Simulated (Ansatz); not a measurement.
Crystal: Co.

```
Co
1.0
     2.47056    0.00000    0.00000
    -1.23528    2.13957    0.00000
     0.00000    0.00000    8.08823
Co
4
Direct
  0.66667 0.33333 0.75000
  0.00000 0.00000 0.50000
  0.33333 0.66667 0.25000
  0.00000 0.00000 0.00000
```

Base run:

```yaml
Program: Ansatz 0.2.0
Functional: PBEsol
Potentials_or_basis: Ansatz PAW
Cutoff: "420 eV (not typed: the program's choice for these potentials)"
k_mesh: 10 × 10 × 3
Occupations: fermi-dirac, width 0.05 eV
Spin: collinear spin, ferromagnetic start
Starting_moments: "[2.0, 2.0, 2.0, 2.0] μB"
Fixed_moment: 8 μB
```

Its results: pressure 1.9 GPa; site moments Co +2.03, +2.01 μB.

The run is repeated on the same cell with these changes: fixed moment from 8 μB to 2 μB; moments at the start from [2.0, 2.0, 2.0, 2.0] to [0.5, 0.5, 0.5, 0.5]. What comes out?

Pressure -16.6 GPa; site moments Co +0.11, +0.94 μB.

Caveats: the total moment is fixed, so each spin has its own Fermi level; the PAW data sets come from PBE, with cores solved anew for the run's functional, which leaves a small shift of forces and pressure; the thresholds are loose for stress.
